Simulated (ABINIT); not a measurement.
# InP (F-43m) in ABINIT: a series of runs

One crystal, InP, is run at these levels: WC, revPBE, PBE, LDA-PZ; tasks: equation of state, band structure.

All numbers are computed with ABINIT 10.8.3 (patched build); they aren't measurements. Logs are shortened: lines on timing, memory, paths and dates and some standing lists are left out, and cuts for length are marked. The log counts tension as positive stress, the text compression.

**The experiment to reproduce.**

From a printed reference work, data compilation, for a bulk crystal of InP: bulk modulus 71 GPa; band gap 1.4236 eV (direct) at 1.6 K.

The results are compared with them further down.

## 1. The structure

Symmetry: F-43m, No. 216, cubic system. The conventional cell has a = 5.861 Å, b = 5.861 Å, c = 5.861 Å, α = 90.00°, β = 90.00°, γ = 90.00°. In (site symmetry -43m) has 4 P at 2.54 Å as nearest neighbours. P (site symmetry -43m) is surrounded by 4 In at 2.54 Å.

## 2. Equation of state, WC

run.abi

```
# Datasets: one volume each
ndtset 7
getwfk -1
scalecart1 3*0.9795861087
scalecart2 3*0.9864848297
scalecart3 3*0.9932883884
scalecart4 3*1.0000000000
scalecart5 3*1.0066227096
scalecart6 3*1.0131594038
scalecart7 3*1.0196128224

# Pseudopotentials
pp_dirpath "./"
pseudos "In.GGA_PBE-JTH_sp.xml, P.GGA_PBE-JTH.xml"

# Structure
acell 3*1.0
rprim
     0.0000000000     5.5378424082     5.5378424082
     5.5378424082     0.0000000000     5.5378424082
     5.5378424082     5.5378424082     0.0000000000
ntypat 2
znucl 49 15
natom 2
typat 1 2
xred
     0.0000000000     0.0000000000     0.0000000000
     0.7500000000     0.7500000000     0.7500000000

# Plane-wave basis
ecut 20.0
pawecutdg 40.0

# k points
kptopt 1
ngkpt 8 8 8
nshiftk 1
shiftk 0.0 0.0 0.0

# Exchange and correlation
ixc 23

# Bands and occupations
nband 8
occopt 3
tsmear 0.00183747

# SCF cycle
nstep 100
tolvrs 1.0e-9

# Output
iomode 3
prtwf 1
prtden 0
prteig 0
prtebands 0
enunit 2
```

Potentials or basis: JTH PAW PBE v2.0 sp.

The run is started by

```sh
abinit run.abi > log 2>&1
```

run.abo:

```text
.Version 10.8.3 of ABINIT
 DATASET    1 : space group F-4 3 m (#216); Bravais cF (face-center cubic)
================================================================================
 Values of the parameters that define the memory need for DATASET  1.
     intxc =       0    ionmov =       0      iscf =      17    lmnmax =      13
     lnmax =       5     mgfft =      32  mpssoang =       3    mqgrid =    3001
     natom =       2  nloc_mem =       2    nspden =       1   nspinor =       1
    nsppol =       1      nsym =      24    n1xccc =       1    ntypat =       2
    occopt =       3   xclevel =       2
       mpw =        1384          nfft =       32768          nkpt =          29
 PAW method is used; the additional fine FFT grid is defined by:
   mgfftf=        45    nfftf =     91125
================================================================================
================================================================================
[... 71 lines left out ...]
 DATASET    7 : space group F-4 3 m (#216); Bravais cF (face-center cubic)
================================================================================
 Values of the parameters that define the memory need for DATASET  7.
     intxc =       0    ionmov =       0      iscf =      17    lmnmax =      13
     lnmax =       5     mgfft =      36  mpssoang =       3    mqgrid =    3001
     natom =       2  nloc_mem =       2    nspden =       1   nspinor =       1
    nsppol =       1      nsym =      24    n1xccc =       1    ntypat =       2
    occopt =       3   xclevel =       2
       mpw =        1556          nfft =       46656          nkpt =          29
 PAW method is used; the additional fine FFT grid is defined by:
   mgfftf=        48    nfftf =    110592
================================================================================
================================================================================

--------------------------------------------------------------------------------
------------- Echo of variables that govern the present computation ------------
--------------------------------------------------------------------------------
 -outvars: echo values of preprocessed input variables --------
            acell      1.0000000000E+00  1.0000000000E+00  1.0000000000E+00 Bohr
              amu      1.14820000E+02  3.09737620E+01
             ecut      2.00000000E+01 Hartree
           enunit           2
           getwfk          -1
              ixc          23
           jdtset        1    2    3    4    5    6    7
         kptrlatt        8    0    0      0    8    0      0    0    8
          kptrlen1     6.13745323E+01
          kptrlen2     6.18067615E+01
          kptrlen3     6.22330285E+01
          kptrlen4     6.26535347E+01
          kptrlen5     6.30684709E+01
          kptrlen6     6.34780179E+01
          kptrlen7     6.38823474E+01
            natom           2
            nband           8
           ndtset           7
            ngfft1         32      32      32
            ngfft2         32      32      32
            ngfft3         32      32      32
            ngfft4         32      32      32
            ngfft5         32      32      32
            ngfft6         32      32      32
            ngfft7         36      36      36
          ngfftdg1         45      45      45
          ngfftdg2         45      45      45
          ngfftdg3         48      48      48
          ngfftdg4         48      48      48
          ngfftdg5         48      48      48
          ngfftdg6         48      48      48
          ngfftdg7         48      48      48
             nkpt          29
            nstep         100
             nsym          24
           ntypat           2
           occopt           3
        pawecutdg      4.00000000E+01 Hartree
         pawxcdev           0
           prtden           0
        prtebands           0
           prteig           0
            rprim1     0.0000000000E+00  5.4247934952E+00  5.4247934952E+00
                       5.4247934952E+00  0.0000000000E+00  5.4247934952E+00
                       5.4247934952E+00  5.4247934952E+00  0.0000000000E+00
            rprim2     0.0000000000E+00  5.4629975250E+00  5.4629975250E+00
                       5.4629975250E+00  0.0000000000E+00  5.4629975250E+00
                       5.4629975250E+00  5.4629975250E+00  0.0000000000E+00
[... 15 lines left out ...]
          spgroup         216
           tolvrs      1.00000000E-09
           tsmear      1.83747000E-03 Hartree
            typat      1  2
           useylm           1
           xangst1     0.0000000000E+00  0.0000000000E+00  0.0000000000E+00
                       4.3060156344E+00  4.3060156344E+00  4.3060156344E+00
           xangst2     0.0000000000E+00  0.0000000000E+00  0.0000000000E+00
                       4.3363406872E+00  4.3363406872E+00  4.3363406872E+00
           xangst3     0.0000000000E+00  0.0000000000E+00  0.0000000000E+00
                       4.3662474303E+00  4.3662474303E+00  4.3662474303E+00
           xangst4     0.0000000000E+00  0.0000000000E+00  0.0000000000E+00
                       4.3957499970E+00  4.3957499970E+00  4.3957499970E+00
           xangst5     0.0000000000E+00  0.0000000000E+00  0.0000000000E+00
                       4.4248617727E+00  4.4248617727E+00  4.4248617727E+00
           xangst6     0.0000000000E+00  0.0000000000E+00  0.0000000000E+00
                       4.4535954462E+00  4.4535954462E+00  4.4535954462E+00
           xangst7     0.0000000000E+00  0.0000000000E+00  0.0000000000E+00
                       4.4819630610E+00  4.4819630610E+00  4.4819630610E+00
            xcart1     0.0000000000E+00  0.0000000000E+00  0.0000000000E+00
                       8.1371902429E+00  8.1371902429E+00  8.1371902429E+00
            xcart2     0.0000000000E+00  0.0000000000E+00  0.0000000000E+00
                       8.1944962874E+00  8.1944962874E+00  8.1944962874E+00
            xcart3     0.0000000000E+00  0.0000000000E+00  0.0000000000E+00
                       8.2510118413E+00  8.2510118413E+00  8.2510118413E+00
            xcart4     0.0000000000E+00  0.0000000000E+00  0.0000000000E+00
                       8.3067636123E+00  8.3067636123E+00  8.3067636123E+00
            xcart5     0.0000000000E+00  0.0000000000E+00  0.0000000000E+00
                       8.3617768954E+00  8.3617768954E+00  8.3617768954E+00
            xcart6     0.0000000000E+00  0.0000000000E+00  0.0000000000E+00
                       8.4160756689E+00  8.4160756689E+00  8.4160756689E+00
            xcart7     0.0000000000E+00  0.0000000000E+00  0.0000000000E+00
                       8.4696826917E+00  8.4696826917E+00  8.4696826917E+00
             xred      0.0000000000E+00  0.0000000000E+00  0.0000000000E+00
                       7.5000000000E-01  7.5000000000E-01  7.5000000000E-01
            znucl       49.00000   15.00000

================================================================================

 chkinp: Checking input parameters for consistency, jdtset=   1.

 chkinp: Checking input parameters for consistency, jdtset=   2.
[... 40 lines left out ...]
 getcut: wavevector=  0.0000  0.0000  0.0000  ngfft=  45  45  45
         ecut(hartree)=     40.000   => boxcut(ratio)=   2.01446

--- Pseudopotential description ------------------------------------------------
- pspini: atom type   1  psp file is ./In.GGA_PBE-JTH_sp.xml
 Pseudopotential format is: paw10
 basis_size (lnmax)=  5 (lmn_size= 13), orbitals=   0   0   1   1   2
 Spheres core radius: rc_sph= 2.90115454
 Shapefunction is SIN type: shapef(r)=[sin(pi*r/rshp)/(pi*r/rshp)]**2
 Radius for shape functions =  2.20905649
 Compensation charge density is not taken into account in XC energy/potential

- pspini: atom type   2  psp file is ./P.GGA_PBE-JTH.xml
 Pseudopotential format is: paw10
 basis_size (lnmax)=  4 (lmn_size=  8), orbitals=   0   0   1   1
 Spheres core radius: rc_sph= 1.60765221
 Shapefunction is SIN type: shapef(r)=[sin(pi*r/rshp)/(pi*r/rshp)]**2
 Radius for shape functions =  1.60765221
 Compensation charge density is not taken into account in XC energy/potential

   2.29043081E+02                                ecore*ucvol(ha*bohr**3)
--------------------------------------------------------------------------------

[... 1107 lines left out ...]
 getcut: wavevector=  0.0000  0.0000  0.0000  ngfft=  36  36  36
         ecut(hartree)=     20.000   => boxcut(ratio)=   2.23940

 getcut : COMMENT -
  Note that boxcut > 2.2 ; recall that boxcut=Gcut(box)/Gcut(sphere) = 2
  is sufficient for exact treatment of convolution.
  Such a large boxcut is a waste : you could raise ecut
  e.g. ecut=   25.074542 Hartrees makes boxcut=2

 Fine grid specifications (used for densities):

 getcut: wavevector=  0.0000  0.0000  0.0000  ngfft=  48  48  48
         ecut(hartree)=     40.000   => boxcut(ratio)=   2.11133
--------------------------------------------------------------------------------
[... 147 lines left out ...]
-Cartesian components of stress tensor (GPa)         [Pressure= -1.0688E+00 GPa]
- sigma(1 1)=  1.06879276E+00  sigma(3 2)=  0.00000000E+00
- sigma(2 2)=  1.06879276E+00  sigma(3 1)=  0.00000000E+00
- sigma(3 3)=  1.06879276E+00  sigma(2 1)=  0.00000000E+00

== END DATASET(S) ==============================================================
================================================================================

 -outvars: echo values of variables after computation  --------
            acell      1.0000000000E+00  1.0000000000E+00  1.0000000000E+00 Bohr
           etotal1    -8.7549935110E+00
           etotal2    -8.7568417706E+00
           etotal3    -8.7582082164E+00
           etotal4    -8.7591449555E+00
           etotal5    -8.7596979195E+00
           etotal6    -8.7599067117E+00
           etotal7    -8.7598075218E+00
            fcart1    -3.5032461608E-46 -2.3266829409E-30 -3.1022439213E-30
                       3.5032461608E-46  2.3266829409E-30  3.1022439213E-30
            fcart2     2.7724942783E-29  1.5402745990E-29 -5.8530434764E-29
                      -2.7724942783E-29 -1.5402745990E-29  5.8530434764E-29
            fcart3    -1.5297244418E-30 -1.5297244418E-30  4.5891733255E-30
                       1.5297244418E-30  1.5297244418E-30 -4.5891733255E-30
            fcart4    -2.4311320409E-29 -1.2155660204E-29  4.8622640817E-29
                       2.4311320409E-29  1.2155660204E-29 -4.8622640817E-29
            fcart5     9.0567648298E-30  7.5473040248E-31 -9.0567648298E-30
                      -9.0567648298E-30 -7.5473040248E-31  9.0567648298E-30
[... 38 lines left out ...]
                       0.0000000000E+00  0.0000000000E+00  0.0000000000E+00
           xangst1     0.0000000000E+00  0.0000000000E+00  0.0000000000E+00
                       4.3060156344E+00  4.3060156344E+00  4.3060156344E+00
           xangst2     0.0000000000E+00  0.0000000000E+00  0.0000000000E+00
                       4.3363406872E+00  4.3363406872E+00  4.3363406872E+00
           xangst3     0.0000000000E+00  0.0000000000E+00  0.0000000000E+00
                       4.3662474303E+00  4.3662474303E+00  4.3662474303E+00
           xangst4     0.0000000000E+00  0.0000000000E+00  0.0000000000E+00
                       4.3957499970E+00  4.3957499970E+00  4.3957499970E+00
           xangst5     0.0000000000E+00  0.0000000000E+00  0.0000000000E+00
                       4.4248617727E+00  4.4248617727E+00  4.4248617727E+00
           xangst6     0.0000000000E+00  0.0000000000E+00  0.0000000000E+00
                       4.4535954462E+00  4.4535954462E+00  4.4535954462E+00
           xangst7     0.0000000000E+00  0.0000000000E+00  0.0000000000E+00
                       4.4819630610E+00  4.4819630610E+00  4.4819630610E+00
             xred      0.0000000000E+00  0.0000000000E+00  0.0000000000E+00
                       7.5000000000E-01  7.5000000000E-01  7.5000000000E-01
 Calculation completed.
```

Run time: 63 s. Hardware: 1 thread of Arm Neoverse V1, shared host; peak memory 0.16 GiB.

Results:

| Quantity | Value |
| --- | --- |
| Equilibrium volume | 26.25 Å³/atom |
| Bulk modulus | 68 GPa |
| Pressure derivative of the bulk modulus | 4.8 |

Energy against volume, from the lowest point:
```csv
volume (Å³/atom),energy (meV/atom)
23.657,66.85
24.160,41.70
24.663,23.11
25.167,10.36
25.670,2.84
26.173,0.00
26.677,1.35
```

Caveat: the cutoff is too short for stress, so the log's stress isn't used; pressures at fixed basis lie under the slope of the energies; the PAW data sets were made with another functional, which shifts forces and pressure a little; this set keeps more shells in the core, which shifts pressures and gaps.

## 3. Equation of state, revPBE

run.abi: that of step 2 with these lines changed.

```diff
@@ -1,2 +1 @@
-# Datasets: one volume each
 ndtset 7
@@ -11,3 +10,2 @@
 
-# Pseudopotentials
 pp_dirpath "./"
@@ -15,3 +13,2 @@
 
-# Structure
 acell 3*1.0
@@ -29,3 +26,2 @@
 
-# Plane-wave basis
 ecut 20.0
@@ -33,3 +29,2 @@
 
-# k points
 kptopt 1
@@ -39,6 +34,4 @@
 
-# Exchange and correlation
-ixc 23
+ixc 14
 
-# Bands and occupations
 nband 8
@@ -47,3 +40,2 @@
 
-# SCF cycle
 nstep 100
@@ -51,3 +43,2 @@
 
-# Output
 iomode 3
@@ -57,2 +48,2 @@
 prtebands 0
-enunit 2
+enunit 1
```

Potentials or basis: JTH PAW PBE v2.0 sp.

The run is started by

```sh
abinit run.abi > log 2>&1
```

run.abo:

```text
.Version 10.8.3 of ABINIT
 DATASET    1 : space group F-4 3 m (#216); Bravais cF (face-center cubic)
================================================================================
 Values of the parameters that define the memory need for DATASET  1.
     intxc =       0    ionmov =       0      iscf =      17    lmnmax =      13
     lnmax =       5     mgfft =      32  mpssoang =       3    mqgrid =    3001
     natom =       2  nloc_mem =       2    nspden =       1   nspinor =       1
    nsppol =       1      nsym =      24    n1xccc =       1    ntypat =       2
    occopt =       3   xclevel =       2
       mpw =        1384          nfft =       32768          nkpt =          29
 PAW method is used; the additional fine FFT grid is defined by:
   mgfftf=        45    nfftf =     91125
================================================================================
================================================================================
[... 71 lines left out ...]
 DATASET    7 : space group F-4 3 m (#216); Bravais cF (face-center cubic)
================================================================================
 Values of the parameters that define the memory need for DATASET  7.
     intxc =       0    ionmov =       0      iscf =      17    lmnmax =      13
     lnmax =       5     mgfft =      36  mpssoang =       3    mqgrid =    3001
     natom =       2  nloc_mem =       2    nspden =       1   nspinor =       1
    nsppol =       1      nsym =      24    n1xccc =       1    ntypat =       2
    occopt =       3   xclevel =       2
       mpw =        1556          nfft =       46656          nkpt =          29
 PAW method is used; the additional fine FFT grid is defined by:
   mgfftf=        48    nfftf =    110592
================================================================================
================================================================================

--------------------------------------------------------------------------------
------------- Echo of variables that govern the present computation ------------
--------------------------------------------------------------------------------
 -outvars: echo values of preprocessed input variables --------
            acell      1.0000000000E+00  1.0000000000E+00  1.0000000000E+00 Bohr
[... 1228 lines left out ...]
         ecut(hartree)=     20.000   => boxcut(ratio)=   2.23940

 getcut : COMMENT -
  Note that boxcut > 2.2 ; recall that boxcut=Gcut(box)/Gcut(sphere) = 2
  is sufficient for exact treatment of convolution.
  Such a large boxcut is a waste : you could raise ecut
  e.g. ecut=   25.074542 Hartrees makes boxcut=2

 Fine grid specifications (used for densities):

 getcut: wavevector=  0.0000  0.0000  0.0000  ngfft=  48  48  48
         ecut(hartree)=     40.000   => boxcut(ratio)=   2.11133
--------------------------------------------------------------------------------
[... 139 lines left out ...]
-Cartesian components of stress tensor (GPa)         [Pressure=  2.3651E+00 GPa]
- sigma(1 1)= -2.36513714E+00  sigma(3 2)=  0.00000000E+00
- sigma(2 2)= -2.36513714E+00  sigma(3 1)=  0.00000000E+00
- sigma(3 3)= -2.36513714E+00  sigma(2 1)=  0.00000000E+00

== END DATASET(S) ==============================================================
================================================================================

 -outvars: echo values of variables after computation  --------
            acell      1.0000000000E+00  1.0000000000E+00  1.0000000000E+00 Bohr
           etotal1    -8.6933397964E+00
           etotal2    -8.6961319736E+00
           etotal3    -8.6984124363E+00
           etotal4    -8.7002339306E+00
           etotal5    -8.7016438814E+00
           etotal6    -8.7026833234E+00
           etotal7    -8.7033891259E+00
            fcart1    -3.1022439213E-30 -7.7556098032E-31  4.6533658819E-30
                       3.1022439213E-30  7.7556098032E-31 -4.6533658819E-30
            fcart2     3.0805491981E-29  3.0805491981E-29 -9.2416475943E-29
                      -3.0805491981E-29 -3.0805491981E-29  9.2416475943E-29
            fcart3     2.1416142186E-29  2.1416142186E-29 -6.4248426557E-29
                      -2.1416142186E-29 -2.1416142186E-29  6.4248426557E-29
            fcart4     1.2155660204E-29 -1.2155660204E-29  1.2155660204E-29
                      -1.2155660204E-29  1.2155660204E-29 -1.2155660204E-29
            fcart5    -2.4151372880E-29  6.7033525618E-46  2.4151372880E-29
                       2.4151372880E-29 -6.7033525618E-46 -2.4151372880E-29
[... 38 lines left out ...]
                       0.0000000000E+00  0.0000000000E+00  0.0000000000E+00
           xangst1     0.0000000000E+00  0.0000000000E+00  0.0000000000E+00
                       4.3060156344E+00  4.3060156344E+00  4.3060156344E+00
           xangst2     0.0000000000E+00  0.0000000000E+00  0.0000000000E+00
                       4.3363406872E+00  4.3363406872E+00  4.3363406872E+00
           xangst3     0.0000000000E+00  0.0000000000E+00  0.0000000000E+00
                       4.3662474303E+00  4.3662474303E+00  4.3662474303E+00
           xangst4     0.0000000000E+00  0.0000000000E+00  0.0000000000E+00
                       4.3957499970E+00  4.3957499970E+00  4.3957499970E+00
           xangst5     0.0000000000E+00  0.0000000000E+00  0.0000000000E+00
                       4.4248617727E+00  4.4248617727E+00  4.4248617727E+00
           xangst6     0.0000000000E+00  0.0000000000E+00  0.0000000000E+00
                       4.4535954462E+00  4.4535954462E+00  4.4535954462E+00
           xangst7     0.0000000000E+00  0.0000000000E+00  0.0000000000E+00
                       4.4819630610E+00  4.4819630610E+00  4.4819630610E+00
             xred      0.0000000000E+00  0.0000000000E+00  0.0000000000E+00
                       7.5000000000E-01  7.5000000000E-01  7.5000000000E-01
 Calculation completed.
```

It took 62 s on 1 thread of Arm Neoverse V1, shared host; peak memory 0.16 GiB.

What came out:

- Equilibrium volume: 27.71 Å³/atom (rough: see the caveat)
- Bulk modulus: 58 GPa (rough)

Energy against volume, from the lowest point:
| volume (Å³/atom) | energy (meV/atom) |
| --- | --- |
| 23.657 | 136.73 |
| 24.160 | 98.74 |
| 24.663 | 67.71 |
| 25.167 | 42.93 |
| 25.670 | 23.75 |
| 26.173 | 9.60 |
| 26.677 | 0.00 |

Caveat: the cutoff is too short for stress, so the log's stress isn't used; pressures at fixed basis lie under the slope of the energies; the minimum lies outside the volumes run; the PAW data sets were made with another functional, which shifts forces and pressure a little; this set keeps more shells in the core, which shifts pressures and gaps.

[end of part 1 of 3]
